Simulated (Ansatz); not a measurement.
# What PbO (model cell, started as zinc blende) distorts into, part 3 of 3

Which phase does PbO (model cell, started as zinc blende) fall into along its unstable mode, and how much energy does it gain?

Ansatz 0.2.0; DFT PBEsol, scalar-relativistic, plane waves, PAW.

So far. Step 4 (The mode frozen in, largest atomic shift 0.32 Å): The run ends at a pressure of 0.25 GPa, with forces up to 0.42 eV/Å. Step 5 (Energy along the mode, all amplitudes (two of the runs …): The lowest of the steps tried is at 0.32 Å, 17.2 meV/atom below the parent; the bottom of the well need not coincide with a step. The relaxed cell has a, b, c = 4.758, 5.936, 5.698 Å (conventional setting).

The structure was built from a prototype and need not be the compound's stable phase.

## 7. The new phase in its own primitive cell (continued)

Relaxation path:

```csv
step,energy less that of the first step (eV),largest force component (eV/Å),pressure (GPa),volume (Å³)
1,0.0000,0.0001,0.00,80.49
2,0.0000,0.0006,0.00,80.47
3,0.0000,0.0100,0.01,80.48
4,-0.0001,0.0003,0.00,80.47
5*,0.0000,0.0003,0.00,80.47
6,0.0000,0.0007,0.01,80.44
7,0.0000,0.0002,0.00,80.46
8*,0.0000,0.0002,0.00,80.46
```

Relaxation steps marked * repeat the geometry before them on a plane-wave basis chosen anew for their cell, so energy and pressure can jump there. Relaxation step 3 was tried and not accepted.

The run keeps the 4 symmetry operations that it works with, so distortions that break them were not tested.

```csv
"conventional cell, symmetrised",before,after,change
a (Å),4.766,4.758,-0.2 %
b (Å),5.932,5.936,+0.1 %
c (Å),5.694,5.698,+0.1 %
volume (Å³/atom),20.12,20.11,-0.0 %
```

Final coordinates:

```cif
data_structure
_symmetry_space_group_name_H-M 'P 1'
_symmetry_Int_Tables_number 1
_cell_length_a 3.8036
_cell_length_b 3.8036
_cell_length_c 5.6979
_cell_angle_alpha 90.000
_cell_angle_beta 90.000
_cell_angle_gamma 102.577
_cell_volume 80.46
loop_
_atom_site_label
_atom_site_type_symbol
_atom_site_fract_x
_atom_site_fract_y
_atom_site_fract_z
_atom_site_occupancy
Pb1 Pb 0.30220 0.30220 0.50000 1
Pb2 Pb 0.69780 0.69780 0.00000 1
O3 O 0.16432 0.83568 0.25000 1
O4 O 0.83568 0.16432 0.75000 1
```

Numbers from this step:

```yaml
pressure: -0.002904 GPa
gap_on_the_k_mesh: 0.2088 eV
volume_per_atom: 20.11 Å³
direct_gap_on_mesh: 0.2088 eV
```

The largest force component left is 0.17 meV/Å and the pressure is -0.003 GPa, within the tolerances set. The cell now holds 20.11 Å³/atom.

## 8. Modes of the new phase, k-mesh 8×8×6

A relaxed structure may still be a saddle point, so its zone-centre modes are computed. No field response is asked.

The input, input.yaml:

```yaml
crystal:
  lattice:
    - [2.3787590659, -2.9679410657, 0.0]
    - [2.3787590659, 2.9679410657, 0.0]
    - [0.0, 0.0, 5.6979405399]
  atoms:
    - { symbol: Pb, position: [0.3021993391, 0.3021993391, 0.5] }
    - { symbol: Pb, position: [0.6978006609, 0.6978006609, 0.0] }
    - { symbol: O, position: [0.1643170421, 0.8356829579, 0.25] }
    - { symbol: O, position: [0.8356829579, 0.1643170421, 0.75] }
kpoints:
  mp_grid: { grid: [8, 8, 6] }
hamiltonian:
  xc: pbesol
scf:
  occupations: { method: fixed }
output:
  eigenvalues: true
phonons:
  method: dfpt
```

Launch:

```sh
ansatz run input.yaml --threads 4 --pin off --max-ram 7168MiB --backend cpu --events-out ev --progress --plain --runs-dir out
```

Numbers of over 12 decimals in the logs are rounded to 6 here.

What it wrote:

```text
[...]
Crystal: 4 atoms, lattice volume = 80.455 Å³
Basis set: ecut = 420 eV, 1573 PW (Γ), exchange–correlation on 54×54×80 points (8 copies of the dense FFT grid, shifted against one another)
Bands: 24, of which v1, the nominal top of the filled ones, is band 20 counted from 1 (19 counted from 0)
Symmetry: 4 space group operations
k-points: 196 of 384 (irreducible under 1 space group operation, time reversal used)
[...]
SCF iter   1: F=—  HF=-24630.237224 eV  |F-HF|=—  |Δ(HF+E_count)|=         —  Δρ=1.81e-2  dr2=2.73e-1  ethr=1.77e-3  ⟨swp⟩=5.0  Hψ=17809  notcnv=0  defer=370
[...]
SCF iter   9: F=-24630.185390 eV  HF=-24630.185390 eV  |F-HF|=1.82e-11  |Δ(HF+E_count)|=  4.00e-11  Δρ=2.69e-7  dr2=5.48e-11  ethr=1.00e-12  ⟨swp⟩=8.1  Hψ=34893  notcnv=0
SCF 1 converged in 9 iterations: F = -24630.185390 eV  dr2 = 5.48e-11
[...]
DFPT response loops at Γ: preconditioner auto → Resta (q_TF=auto, 2.428 Å⁻¹)  ε∞=17.0 (no band partly filled); β = 1.00, the filter's whole step (`scf.mixing.beta` (0.50) is not read by the response loops at its default; to damp them type it under 1.00, their step now; it binds the ground state too); Broyden in place of MSR1
SCF converged after 9 iterations
Free energy (F): -24630.185390 eV
[...]
Internal energy: -24630.185390 eV  (E = F + TS)
E sigma→0 (E₀):  -24630.185390 eV
Fermi energy:    8.535339 eV
[...]
--- Band table (eV; the first three rows and the last of 196) ---
  k-point 0: bands = [... 16 lower, 6.1754, 6.2323, 6.3413, 8.5353, 8.7442, 13.7268, 13.7774, 14.0730]
  k-point 1: bands = [... 16 lower, 6.0843, 6.1935, 6.4509, 7.7632, 9.6822, 13.2694, 13.7477, 14.2997]
  k-point 2: bands = [... 16 lower, 5.8877, 5.9731, 6.6802, 7.2150, 10.7306, 12.5154, 13.9276, 14.5312]
  k-point 195: bands = [... 16 lower, 4.8939, 4.8939, 7.5191, 7.5191, 11.4116, 11.4116, 11.9581, 11.9581]
--- Phonons (Γ-DFPT): 6 representative perturbations + reference, on 196 of 384 k-points (Σ response iterations 19) ---
  k mesh reduced under 1 symmetry operation, with k and −k counted as one. Each operation leaves every solved perturbation unchanged. A smaller set is not used because it would not reduce the number of displacements times k-points to solve
  ASR residual: 1.302e-4 → 0.000e0 eV/Å²; symmetrization residual: 6.252e-6 eV/Å²
  ASR residual per site (eV/Å²): 5.50e-5 5.50e-5 1.30e-4 1.30e-4
  Γ frequencies (cm⁻¹): -90.90 0.00 0.00 0.00 56.76 92.15 131.14 215.58 239.46 240.07 355.14 457.06
  non-analytic LO–TO correction: not included (Born effective charges unavailable; polar crystals: no LO–TO splitting at Γ)
```

Wall time 35 s (4 threads of Intel Xeon 6975P-C (Granite Rapids), shared host); peak memory 1.5 GiB; 2.1 min of CPU time.

This step gave:

| Quantity | Value |
| --- | --- |
| sum-rule residual before enforcement | 1.30e-4 eV/Å² |
| point group | 222 |
| highest optical mode at the zone centre (no LO-TO term) | 457.1 cm⁻¹ |
| lowest optical zone-centre mode | -90.9 cm⁻¹ |

Without the LO-TO term. Patterns of degenerate modes are one choice out of their space. Modes at Γ, with each element's share of the kinetic energy (negative means imaginary):

```csv
mode,frequency (cm⁻¹),symmetry,Pb %,O %
1,-90.9,B1,3,97
2,0.0,acoustic,93,7
3,0.0,acoustic,93,7
4,0.0,acoustic,93,7
5,56.8,B1,99,1
6,92.2,A,95,5
7,131.1,B2,98,2
8,215.6,B3,5,95
9,239.5,A,5,95
10,240.1,B2,9,91
11,355.1,B1,5,95
12,457.1,B3,2,98
```

Displacements in mode 1 (-90.9 cm⁻¹), the largest set to 1:
```
Pb1  0.00  0.00  0.06
Pb2  0.00  0.00  0.06
O3   1.00  0.00 -0.84
O4  -1.00  0.00 -0.84
```

Displacements in mode 12 (457.1 cm⁻¹), the largest set to 1:
```
Pb1  0.05  0.00  0.00
Pb2  0.05  0.00  0.00
O3  -0.69  0.00 -1.00
O4  -0.69  0.00  1.00
```

Before it was imposed, the acoustic sum rule was missed by 1.3e-4 eV/Å². Small misses are needed for a sound result but don't prove that mesh and cutoff are converged. The lowest optical mode is imaginary, 90.9i cm⁻¹, so the energy falls along it.

## 9. What came out

```yaml
unstable_mode_of_the_parent: q = (0, -0.5, -0.5), 141i cm⁻¹
depth_at_the_lowest_point_sampled: 17.2 meV/atom
largest_atomic_shift_at_that_point: 0.32 Å
space_group_reached_within_0p01_a: C222_1
energy_gained_over_the_parent_first_relaxation_on_the_mesh_of_the_frozen_mode: 61.2 meV/atom
volume_per_atom_phase_reached: 20.1 Å³
gap_on_the_k_mesh_phase_reached: 0.209 eV
lowest_optical_zone_centre_mode_phase_reached: -90.9 cm⁻¹
highest_optical_mode_at_the_zone_centre_no_lo_to_term_phase_reached: 457 cm⁻¹
```

**Reading.** Along this mode the structure falls into C222_1, 61.2 meV/atom below the parent. At the parent's cell the well is 17.17 meV/atom deep on the steps tried, with its lowest point at a shift of 0.32 Å. Relaxing atoms and cell changes the gain by +43.99 meV/atom against the lowest step (energies at zero smearing). Most of the total comes from this relaxation. The new phase still has an imaginary mode at the zone centre of its cell, so it is a saddle point on the way to a lower structure. Of the 4 patterns followed to their end from this parent, this one ends 181 meV/atom above the lowest, Pmmn. Each path keeps the symmetry of its pattern, so a lower phase may lie along a pattern not tried. The program warns that the interpolation holds no quadrupole term, so branches close to Γ can be off in this crystal. Spin-orbit coupling is left out, which can matter for the heavy elements here. The starting cell was built on a prototype and not taken from a measurement, so the phase need not exist.

[Logs are printed without paths, hosts, clocks, repeated set-up lines and the standing remarks that a program may print on its own settings, such as how far it seeks lower states.]

[Hosts, paths, dates, database ids (printed as entryN), source tags and the programs' standing remarks are cut or masked in the printed files.]
